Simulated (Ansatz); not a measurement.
# BN: what symmetry allows forces and stress to be

```
B N
1.0
     0.00000    3.50448    2.12794
     1.26097   -0.01271    2.14846
     1.26097    3.51720   -0.02052
B N
1 1
Direct
  0.00681 0.00712 0.99288
  0.65989 0.65958 0.34042
```

Theory: DFT PBE, scalar-relativistic, plane waves, PAW in Ansatz.

Settings: cutoff 420 eV, Γ-centred mesh 12×12×12 on the computed 2-atom cell, Gaussian smearing of 0.02 eV; no spin polarisation.

This distorted cell has space group Cm, with 2 operations.

Q: Without a calculation: in which directions can each atom feel a force?

A: A force must be left unchanged by every operation that keeps its atom in place, so it lies in the space that those operations leave fixed. Atoms that the group maps onto each other feel forces of one size.
| atom | site symmetry | operations at the site | equivalent to atom | allowed force (Cartesian) |
| --- | --- | --- | --- | --- |
| B1 | m | 2 | 1 | in the plane normal to (1.00, 0.00, 0.00) |
| N2 | m | 2 | 2 | in the plane normal to (1.00, 0.00, 0.00) |

That leaves 4 independent force components of 6, tied by 2 conditions that the forces sum to zero, so 2 remain. A relaxation in this cell that keeps the symmetry moves the atoms in these directions alone.

Q: And the stress tensor?

A: It must be invariant under the point group, which leaves 4 independent components: xz, xy vanish.

Q: Do the computed values obey this?

A: Yes. Forces (eV/Å):
```
B1   0.000  0.042 -2.109
N2   0.000 -0.042  2.109
```

Stress (GPa, compression positive, xx yy zz yz xz xy): 6.16 1.53 4.59 0.01 0.00 0.00. The program imposes the same operations on density, forces and stress, so this confirms the analysis and is no independent test of the calculation.

The cell holds layers, and where no dispersion correction was added their binding is poorly described.

This form isn't the usual stable structure of the compound.